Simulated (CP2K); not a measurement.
# Al2Cu (Khatyrkite) under changes of volume

One of the cells (14.960 Å³/atom); the others are scaled copies at fixed shape and fractional positions:

```
CELL_PARAMETERS angstrom
4.93463 0.00000 0.00000
-2.52460 4.23992 0.00000
-1.20501 -2.11996 4.29002
ATOMIC_POSITIONS crystal
Cu 0.25000 0.25000 0.00000
Cu 0.75000 0.75000 0.00000
Al 0.34190 0.15810 0.50000
Al 0.84190 0.34190 0.18380
Al 0.65810 0.84190 0.50000
Al 0.15810 0.65810 0.81620
```

- Program: CP2K 2026.2
- Functional: PBE
- Potentials or basis: POTENTIAL_UZH Cu GTH-PBE-q11, Al GTH-PBE-q3; TZVP-MOLOPT-PBE-GTH basis
- Density cutoff: 6123 eV
- k mesh: 7 × 7 × 7
- Occupations: fermi-dirac, width 0.05 eV
- Spin: no spin polarisation

| volume (Å³/atom) | energy over the lowest point (meV/atom) | pressure (GPa) | largest force (eV/Å) |
| --- | --- | --- | --- |
| 14.062 | 19.90 | 7.3 | 0.061 |
| 14.361 | 8.72 | 4.7 | 0.046 |
| 14.660 | ? | ? | ? |
| 14.960 | 0.00 | 0.2 | 0.019 |
| 15.259 | 1.54 | -1.8 | 0.007 |
| 15.558 | 6.48 | -3.5 | 0.004 |
| 15.857 | 14.48 | -5.0 | 0.013 |

What does the run at 14.660 Å³/atom give?

Energy over the lowest point 2.25 meV/atom; pressure 2.3 GPa; largest force 0.032 eV/Å.

Worked out: A Birch-Murnaghan fit of order 3 (a polynomial in V^(-2/3)) to the other rows has its minimum at 14.98 Å³/atom with B0 = V·E''(V) = 101 GPa and B' = 4.4 at fixed shape and positions, which overstates the stiffness. It gives 2.25 meV/atom at 14.660 Å³/atom, against the run's 2.25, and -dE/dV = 2.3 GPa, against 2.3.

Energies are extrapolated to zero smearing.

Caveats: the basis of atomic orbitals isn't converged, which shifts pressures, moduli and gaps.
